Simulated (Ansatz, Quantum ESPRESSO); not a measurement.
# Al: programs and potentials compared

```
CELL_PARAMETERS angstrom
0.00000 2.02481 2.02481
2.02481 0.00000 2.02481
2.02481 2.02481 0.00000
ATOMIC_POSITIONS crystal
Al 0.00000 0.00000 0.00000
```

Alike in all runs: task single point; functional PBE; k mesh 8 × 8 × 8; occupations fermi-dirac, width 0.05 eV; no spin polarisation; no spin-orbit coupling.

```json
{"program and potentials": "Ansatz, Ansatz PAW", "plane-wave cutoff (eV)": "420", "notes": "3 valence electrons an atom on average", "band gap (eV)": "no gap"}
{"program and potentials": "Quantum ESPRESSO, PseudoDojo 0.4.1 SR PBE standard", "plane-wave cutoff (eV)": "544", "notes": "3 valence electrons an atom on average", "band gap (eV)": "no gap"}
{"program and potentials": "Quantum ESPRESSO, SG15 PBE 1.2", "plane-wave cutoff (eV)": "952", "notes": "11 valence electrons an atom on average", "band gap (eV)": "no gap"}
```

None finds a gap.

Differences between rows come from potentials, basis sets and numerical settings, since the functional is the same but for its coding. Runs on potential files found faulty are left out.
